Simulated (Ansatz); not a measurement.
**Band table of Li₂S**

```yaml
crystal:
  lattice:
    - [0.00000, 2.17977, 2.17977]
    - [2.17977, 0.00000, 2.17977]
    - [2.17977, 2.17977, 0.00000]
  atoms:
    - { symbol: Li, position: [0.25000, 0.25000, 0.25000] }
    - { symbol: Li, position: [0.75000, 0.75000, 0.75000] }
    - { symbol: S, position: [0.00000, 0.00000, 0.00000] }
```

The base volume is that of a database entry, with shape and atoms relaxed on PAW files at held volume, so it needn't be at zero pressure; the structure needn't be the stable phase, at rest or compressed.

All numbers are PBEsol results (scalar-relativistic) from Ansatz 0.2.0, with a Γ-centred 9×9×9 k mesh, Fermi–Dirac smearing of 0.03 eV, no spin polarisation. Methods: LAPW: all electrons, basis error target 1 meV/atom.

This run: volume at 0.45 of the series' base cell.

The structure type is held throughout; the real material can change phase at far lower pressure.

Path points, in fractions of the reciprocal vectors: Γ (0.000, 0.000, 0.000), X (0.500, 0.000, 0.500), U (0.625, 0.250, 0.625), K (0.375, 0.375, 0.750), L (0.500, 0.500, 0.500), W (0.500, 0.250, 0.750). The distance column jumps between branches of the path. Levels in eV from the valence-band top; bands 7 to 12, counted from the lowest band of the run. The gap is 1.38 eV, the pressure 146.6 GPa.

```
# k(1/Å) point b7 b8 b9 b10 b11 b12
0.000 Γ -14.04 0.00 0.00 0.00 5.04 5.04
0.240 - -13.98 -0.58 -0.58 -0.40 5.26 5.83
0.480 - -13.82 -1.69 -1.69 -1.33 5.88 6.97
0.721 - -13.57 -2.76 -2.76 -2.39 4.61 6.80
0.961 - -13.30 -3.58 -3.58 -3.31 2.84 7.83
1.201 - -13.08 -4.10 -4.10 -3.94 1.75 8.69
1.441 X -12.99 -4.27 -4.27 -4.16 1.38 9.03
1.526 - -12.98 -4.35 -4.25 -4.16 1.50 9.06
1.611 - -12.97 -4.57 -4.19 -4.16 1.84 9.16
1.696 - -12.94 -4.88 -4.16 -4.09 2.34 9.32
1.781 - -12.91 -5.21 -4.15 -3.95 2.93 9.58
1.866 - -12.88 -5.53 -4.14 -3.78 3.54 9.93
1.951 U -12.86 -5.80 -4.11 -3.57 4.14 10.39
2.833 K -12.86 -5.80 -4.11 -3.57 4.14 10.39
3.088 - -12.90 -6.16 -3.93 -2.77 5.56 10.46
3.343 - -13.14 -5.68 -3.51 -1.81 6.48 8.59
3.598 - -13.48 -4.47 -2.80 -0.91 7.06 7.12
3.853 - -13.78 -2.79 -1.78 -0.31 5.95 6.91
4.107 - -13.98 -0.98 -0.63 -0.06 5.27 5.81
4.362 Γ -14.04 0.00 0.00 0.00 5.04 5.04
4.570 - -14.00 -0.81 -0.18 -0.18 5.34 5.34
4.778 - -13.86 -2.44 -0.57 -0.57 5.94 5.94
4.986 - -13.65 -4.10 -0.99 -0.99 6.20 6.20
5.194 - -13.38 -5.52 -1.32 -1.32 5.92 5.92
5.402 - -13.14 -6.49 -1.52 -1.52 5.58 5.58
5.610 L -13.03 -6.84 -1.59 -1.59 5.44 5.44
5.780 - -13.02 -6.79 -1.84 -1.77 5.55 5.80
5.950 - -12.98 -6.65 -2.44 -2.23 5.78 6.65
6.120 - -12.92 -6.43 -3.11 -2.84 5.97 7.62
6.290 - -12.86 -6.14 -3.68 -3.46 6.03 8.46
6.459 - -12.82 -5.85 -4.06 -3.96 6.01 9.10
6.629 W -12.80 -5.70 -4.19 -4.19 5.99 9.39
6.749 - -12.82 -5.62 -4.20 -4.18 5.43 10.04
6.870 - -12.85 -5.40 -4.22 -4.17 4.34 10.02
6.990 - -12.90 -5.08 -4.24 -4.16 3.24 9.58
7.110 - -12.95 -4.71 -4.25 -4.16 2.29 9.28
7.230 - -12.98 -4.40 -4.26 -4.16 1.62 9.09
7.350 X -12.99 -4.27 -4.27 -4.16 1.38 9.03
```
